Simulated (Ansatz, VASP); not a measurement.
One calculation of Au, two programs

The input POSCAR:

```
Au
1.0
    0.0000000000      2.0856442700      2.0856442700
    2.0856442700      0.0000000000      2.0856442700
    2.0856442700      2.0856442700      0.0000000000
Au
1
Direct
    0.0000000000      0.0000000000      0.0000000000
```

The input INCAR.step1:

```
ALGO = Normal
EDIFF = 1E-4
ENCUT = 600
GGA = PE
ISMEAR = 0
LASPH = T
LCHARG = F
LREAL = F
LWAVE = T
NELM = 100
PREC = Accurate
SIGMA = 0.1
```

File INCAR.step2:

```
ALGO = Normal
EDIFF = 1E-6
EDIFFG = -0.005
ENCUT = 600
IBRION = 2
ISIF = 3
ISMEAR = 0
ISTART = 1
LASPH = T
LCHARG = F
LMIXTAU = T
LREAL = F
LWAVE = F
METAGGA = R2SCAN
NELM = 100
NSW = 100
PREC = Accurate
SIGMA = 0.1
```

KPOINTS

```
k-points
0
Gamma
  18 18 18
```

Input for Ansatz:

```yaml
crystal:
  lattice:
    - [0.0, 2.08564427, 2.08564427]
    - [2.08564427, 0.0, 2.08564427]
    - [2.08564427, 2.08564427, 0.0]
  atoms:
    - { symbol: Au, position: [0.0, 0.0, 0.0] }
basis:
  ecutwfc: 500
kpoints:
  mp_grid: { grid: [18, 18, 18] }
hamiltonian:
  xc: r2scan
scf:
  occupations: { method: gaussian, width: 0.1 }
output:
  forces: true
  stress: true
  eigenvalues: true
relax:
  adjacent_minimum: "off"
  f_tol: 0.005
  max_steps: 80
  cell: { stress_tol: 0.05 }
```

Alike in both runs: task relaxation of cell and atoms; functional r2SCAN; k mesh 18 × 18 × 18; occupations gaussian, width 0.1 eV; no spin polarisation.

|  | VASP | Ansatz |
| --- | --- | --- |
| version | VASP 6.6.1 | Ansatz 0.2.0 |
| potentials or method | VASP PAW PBE potentials, release 64 (Au) | scalar-relativistic, plane waves, PAW |
| plane-wave cutoff (eV) | 600 | 500 |
| valence electrons in the cell | 11 | 19 |

VASP gave:

- gap on the k mesh at the Fermi level, each at its own relaxed structure (eV): none
- relaxed volume (Å³/atom): 17.58
- relaxed cell length with the largest relative difference (Å): 2.919
- energy change over the relaxation (meV/atom): -8

**Question.** Which values does Ansatz return?

**Answer.** gap on the k mesh at the Fermi level, each at its own relaxed structure (eV): none; relaxed volume (Å³/atom): 17.54; relaxed cell length with the largest relative difference (Å): 2.916; energy change over the relaxation (meV/atom): -9.

A gap of «none» marks a metal or a gap that the smearing closes. The two sets of potentials don't hold the same shells in valence.

Caveats: the PAW data sets were made with another functional, which shifts forces and pressure a little (VASP). The runs have no spin-orbit coupling, so splittings on Au are missing.
